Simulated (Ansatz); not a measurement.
The cell is CuI (P-3m1) from a database structure; cell and atoms were relaxed with r2SCAN+rVV10. Cu is surrounded by 4 I at 2.57–2.67 Å and 3 Cu at 2.72 Å; I is surrounded by 4 Cu at 2.57–2.67 Å.

Space group P-3m1 (No. 164). a = 4.095 Å, b = 4.095 Å, c = 7.210 Å, α = 90.00°, β = 90.00°, γ = 120.00°
```csv
atom,site,symmetry,x,y,z
Cu,2d,3m.,0.6667,0.3333,0.5926
I,2d,3m.,0.3333,0.6667,0.7645
```

The questions ask for values computed with the PAW code Ansatz on this geometry. (Simulation; spin polarisation is off.)

Given (12×12×4 mesh): The r2SCAN gap is direct at Γ: 2.14 eV.

(1) How does the gap change from r2SCAN to PBE (12×12×4)?

(2) How does the gap change from r2SCAN to PBE0 (6×6×4)?

(3) Order these levels by the gap that they give, smallest first.
A. PBE0
B. HSE06
C. PBE
D. LDA
E. r2SCAN

(4) How strongly does the crystal screen a field with clamped ions (PBE)?

Answers

(1) PBE gives a direct gap of 1.66 eV at Γ. The gap differs by -0.48 eV from r2SCAN's.

(2) With PBE0 the gap is 3.62 eV and direct, at Γ. The gap differs by +1.48 eV from r2SCAN's.

(3) D (1.47 eV), C (1.66 eV), E (2.14 eV), B (2.94 eV), A (3.62 eV).

(4) The clamped-ion dielectric constant comes out as 6.09 along x and y, 5.43 along z. Born charges, averaged over directions: Cu +0.91, I -0.91 e.

No spin-orbit coupling is included; it can move band edges with weight on the heavy atoms by tenths of an eV.

The meshes of the hybrids are coarse, so their gaps aren't converged to the digits shown.
